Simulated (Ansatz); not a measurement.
# GaN: the cell at several levels of theory

Cell and atoms of rocksalt GaN are relaxed in turn with PBE, r2SCAN, PBEsol, LDA and HSE06. This is a trial cell built on a prototype, not taken from a measured structure, and it needn't be the compound's ground state.

The runs shown are made with Ansatz 0.2.0. PAW datasets, plane waves, zero pressure. No spin polarisation. The prototype was imposed, so other structures may be more stable.

### Step 1. The cell

This is the cell as the run starts from it, not yet at rest; its lengths are not the crystal's.

Space group Fm-3m (No. 225), cubic; conventional cell a = 3.893 Å, 7.38 Å³ an atom. Around Ga lie 6 N at 1.95 Å; around N lie 6 Ga at 1.95 Å.

Coordinates:

```cif
data_structure
_symmetry_space_group_name_H-M 'Fm-3m'
_symmetry_Int_Tables_number 225
_cell_length_a 3.8933
_cell_length_b 3.8933
_cell_length_c 3.8933
_cell_angle_alpha 90.000
_cell_angle_beta 90.000
_cell_angle_gamma 90.000
_cell_volume 59.01
loop_
_atom_site_label
_atom_site_type_symbol
_atom_site_symmetry_multiplicity
_atom_site_Wyckoff_symbol
_atom_site_fract_x
_atom_site_fract_y
_atom_site_fract_z
_atom_site_occupancy
Ga1 Ga 4 a 0.00000 0.00000 0.00000 1
N1 N 4 b 0.50000 0.00000 0.00000 1
```

### Step 2. PBE: cell and atoms

The input, input.yaml:

```yaml
crystal:
  lattice:
    - [0.0, 1.946651, 1.946651]
    - [1.946651, 0.0, 1.946651]
    - [1.946651, 1.946651, 0.0]
  atoms:
    - { symbol: Ga, position: [0.0, 0.0, 0.0] }
    - { symbol: "N", position: [0.5, 0.5, 0.5] }
kpoints:
  mp_grid: { grid: [10, 10, 10] }
hamiltonian:
  xc: pbe
scf:
  occupations: { method: fermi_dirac, width: 0.02 }
relax:
  f_tol: 0.005
  cell: {}
```

Further steps of the session: Relaxation with r2SCAN; Relaxing with PBEsol; LDA: cell and atoms; Relaxation with HSE06.

Before running it: what results should come out? Wanted: for each run, a; volume; space group; SCF geometries.

As calculated:

```
 level  a (Å)  volume (Å³/atom)  space group  SCF geometries
   PBE  4.268             9.718        Fm-3m               9
r2SCAN  4.217             9.374        Fm-3m               5
PBEsol  4.219             9.390        Fm-3m               7
   LDA  4.181             9.136        Fm-3m               7
 HSE06  4.209             9.318        Fm-3m               4
```

**Reading.** The first relaxation changed the volume by +31.7 % from the start. LDA gives the smallest cell and PBE the largest; they differ by 6.4 % in volume, a mean of 2.1 % in length. The meshes differ: PBE 10×10×10, r2SCAN 10×10×10, PBEsol 10×10×10, LDA 10×10×10, HSE06 6×6×6.
